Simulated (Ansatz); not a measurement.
C3H6O2 can be A, `O[C@@H]1C[C@@H]1O`, or B, `CCC(=O)O`.

Calculated with Ansatz (gas phase, PBE0-D4/def2-TZVP geometries, no zero-point term in ΔE). CCSD(T)/CBS adds triple-zeta CCSD(T) − MP2 to the extrapolated MP2 energy (def2 sets, frozen cores). Functionals use def2-TZVPP. B3LYP here is the variant with VWN-RPA as its local correlation; programs differ in this. One conformer a species, not always the lowest.

A:

```xyz
11

O     0.8708    1.2450   -0.6194
C     0.6633   -0.1162   -0.3904
C     0.1002   -0.5557    0.9329
C    -0.7773   -0.4913   -0.2865
O    -1.7195    0.5165   -0.3988
H     1.5205    1.5718    0.0076
H     1.3498   -0.7747   -0.9153
H    -0.0698    0.2196    1.6715
H     0.3979   -1.5197    1.3272
H    -1.1050   -1.4221   -0.7355
H    -1.2309    1.3269   -0.5933
```

B:

```xyz
11

C     1.4077    0.1909    0.4088
C     0.2143   -0.5277   -0.1835
C    -1.0491    0.2802   -0.1185
O    -1.1582    1.3839    0.3408
O    -2.0911   -0.3861   -0.6500
H     1.2374    0.4333    1.4585
H     1.5996    1.1284   -0.1147
H     2.3011   -0.4320    0.3393
H     0.3783   -0.7900   -1.2336
H     0.0190   -1.4777    0.3239
H    -2.8591    0.1968   -0.5711
```

(1) Which is lower in electronic energy at CCSD(T)/CBS, and by how much? (An estimate is asked.)

(2) Give E(B) − E(A) in kcal/mol with PBE0-D4, r2SCAN-D4, CCSD/def2-TZVPP, ωB97M-V, B3LYP-D4, B3LYP, MP2/def2-TZVPP. (Best estimate.)

Largest T1 diagnostic: 0.014.

Answers

(1) Computed: B, by 46.9 kcal/mol.

(2) The calculation gave: PBE0-D4 -45.5, r2SCAN-D4 -48.7, CCSD/def2-TZVPP -47.5, ωB97M-V -46.7, B3LYP-D4 -49.6, B3LYP -49.8, MP2/def2-TZVPP -47.3. None reverses the order clearly.

From PBE to PBE0 (25 % exact exchange), in def2-TZVPP and without D4, E(B) − E(A) moves by +1.5 kcal/mol. In def2-TZVPP, CCSD(T) changes the Hartree–Fock value by +5.2 kcal/mol (the triples alone add −0.3 kcal/mol) and MP2 by +5.7 kcal/mol.
